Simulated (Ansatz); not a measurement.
Input, command and steps of an Ansatz relaxation.

```yaml
crystal:
  lattice:
    - [3.3191487539, 0.0, 0.0]
    - [0.0, 3.3191487539, 0.0]
    - [0.0, 0.0, 4.0277541735]
  atoms:
    - { symbol: Ti, position: [0.0, 0.0, 0.0] }
    - { symbol: Ti, position: [0.5, 0.5, 0.5] }
    - { symbol: H, position: [0.5, 0.0, 0.25] }
    - { symbol: H, position: [0.0, 0.5, 0.25] }
    - { symbol: H, position: [0.0, 0.5, 0.75] }
    - { symbol: H, position: [0.5, 0.0, 0.75] }
basis:
  ecutwfc: 420
kpoints:
  mp_grid: { grid: [12, 12, 8] }
hamiltonian:
  xc: pbesol
scf:
  occupations: { method: gaussian, width: 0.1 }
output:
  forces: true
  stress: true
  eigenvalues: true
relax:
  adjacent_minimum: "off"
  f_tol: 0.008
  max_steps: 40
  cell: { stress_tol: 0.015, fix: [a, b, gamma] }
```

```bash
ansatz run input.yaml --threads 1 --pin off --max-ram 1331MiB --backend cpu --events-out ev --progress --plain --runs-dir out
```

Theory: DFT PBEsol, scalar-relativistic, plane waves, PAW in Ansatz 0.2.0.

Of 7 frames 6 are shown, positions in Å and forces in eV/Å; the SCF threshold varies from step to step. Steps run on the plane waves of an earlier cell, with a Pulay correction in the pressure. The basis is chosen afresh for the last frame, the zero of the energies, and at times for earlier ones too; energy and pressure step there, also at an unchanged geometry.

```xyz
6
Lattice="3.3191 0.0000 0.0000 0.0000 3.3191 0.0000 0.0000 0.0000 4.0278" Properties=species:S:1:pos:R:3:forces:R:3 pbc="T T T" step=1 free_energy_over_end_meV_per_atom=2.18 pressure_GPa=-9.07
Ti    0.0000    0.0000    0.0000    0.0000    0.0000    0.0000
Ti    1.6596    1.6596    2.0139    0.0000    0.0000    0.0000
H     1.6596    0.0000    1.0069    0.0000    0.0000    0.0000
H     0.0000    1.6596    1.0069    0.0000    0.0000    0.0000
H     0.0000    1.6596    3.0208    0.0000    0.0000    0.0000
H     1.6596    0.0000    3.0208    0.0000    0.0000    0.0000
6
Lattice="3.3191 0.0000 0.0000 0.0000 3.3191 0.0000 0.0000 0.0000 3.8808" Properties=species:S:1:pos:R:3:forces:R:3 pbc="T T T" step=2 free_energy_over_end_meV_per_atom=0.51 pressure_GPa=-4.96
Ti    0.0000    0.0000    0.0000    0.0000    0.0000    0.0000
Ti    1.6596    1.6596    1.9404    0.0000    0.0000    0.0000
H     1.6596    0.0000    0.9702    0.0000    0.0000    0.0000
H     0.0000    1.6596    0.9702    0.0000    0.0000    0.0000
H     0.0000    1.6596    2.9106    0.0000    0.0000    0.0000
H     1.6596    0.0000    2.9106    0.0000    0.0000    0.0000
6
Lattice="3.3191 0.0000 0.0000 0.0000 3.3191 0.0000 0.0000 0.0000 3.9368" Properties=species:S:1:pos:R:3:forces:R:3 pbc="T T T" step=3 free_energy_over_end_meV_per_atom=-0.16 pressure_GPa=-6.61
Ti    0.0000    0.0000    0.0000    0.0000    0.0000    0.0000
Ti    1.6596    1.6596    1.9684    0.0000    0.0000    0.0000
H     1.6596    0.0000    0.9842    0.0000    0.0000    0.0000
H     0.0000    1.6596    0.9842    0.0000    0.0000    0.0000
H     0.0000    1.6596    2.9526    0.0000    0.0000    0.0000
H     1.6596    0.0000    2.9526    0.0000    0.0000    0.0000
6
Lattice="3.3191 0.0000 0.0000 0.0000 3.3191 0.0000 0.0000 0.0000 3.9356" Properties=species:S:1:pos:R:3:forces:R:3 pbc="T T T" step=4 free_energy_over_end_meV_per_atom=-0.16 pressure_GPa=-6.58
Ti    0.0000    0.0000    0.0000    0.0000    0.0000    0.0000
Ti    1.6596    1.6596    1.9678    0.0000    0.0000    0.0000
H     1.6596    0.0000    0.9839    0.0000    0.0000    0.0000
H     0.0000    1.6596    0.9839    0.0000    0.0000    0.0000
H     0.0000    1.6596    2.9517    0.0000    0.0000    0.0000
H     1.6596    0.0000    2.9517    0.0000    0.0000    0.0000
6
Lattice="3.3191 0.0000 0.0000 0.0000 3.3191 0.0000 0.0000 0.0000 3.9356" Properties=species:S:1:pos:R:3:forces:R:3 pbc="T T T" step=5 free_energy_over_end_meV_per_atom=0.00 pressure_GPa=-6.59
Ti    0.0000    0.0000    0.0000    0.0000    0.0000    0.0000
Ti    1.6596    1.6596    1.9678    0.0000    0.0000    0.0000
H     1.6596    0.0000    0.9839    0.0000    0.0000    0.0000
H     0.0000    1.6596    0.9839    0.0000    0.0000    0.0000
H     0.0000    1.6596    2.9517    0.0000    0.0000    0.0000
H     1.6596    0.0000    2.9517    0.0000    0.0000    0.0000
6
Lattice="3.3191 0.0000 0.0000 0.0000 3.3191 0.0000 0.0000 0.0000 3.9349" Properties=species:S:1:pos:R:3:forces:R:3 pbc="T T T" step=7 free_energy_over_end_meV_per_atom=0.00 pressure_GPa=-6.57
Ti    0.0000    0.0000    0.0000    0.0000    0.0000    0.0000
Ti    1.6596    1.6596    1.9675    0.0000    0.0000    0.0000
H     1.6596    0.0000    0.9837    0.0000    0.0000    0.0000
H     0.0000    1.6596    0.9837    0.0000    0.0000    0.0000
H     0.0000    1.6596    2.9512    0.0000    0.0000    0.0000
H     1.6596    0.0000    2.9512    0.0000    0.0000    0.0000
```